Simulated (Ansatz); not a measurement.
**Crystal structures of hafnium under RPBE**

These are results of Ansatz, DFT, RPBE, plane waves (420 eV) with PAW, scalar-relativistic, not measurements. (PAW data from PBE, frozen cores regenerated.)

Each structure is relaxed within its own symmetry, so a high-lying one may be dynamically unstable.

```tsv
structure	ΔE (meV/atom)	V (Å³/atom)	cell	magnetic state
hcp	0	23.17	a = 3.233 Å, c = 5.118 Å (c/a = 1.583)	spin not included
dhcp	48	23.30	a = 3.228 Å, c = 10.330 Å (c/a = 3.200)	spin not included
omega (AlB2-type)	50	22.94	a = 5.041 Å, c = 3.127 Å (c/a = 0.620)	spin not included
fcc	71	23.25	a = 4.530 Å	spin not included
bcc	188	23.02	a = 3.584 Å	spin not included
A15	250	23.30	a = 5.712 Å	spin not included
simple cubic	1094	25.65	a = 2.949 Å	spin not included
diamond	2664	36.82	a = 6.653 Å	spin not included
```

ΔE counts from hcp.

Differences under about 8 meV lie within the error of the k-point mesh.
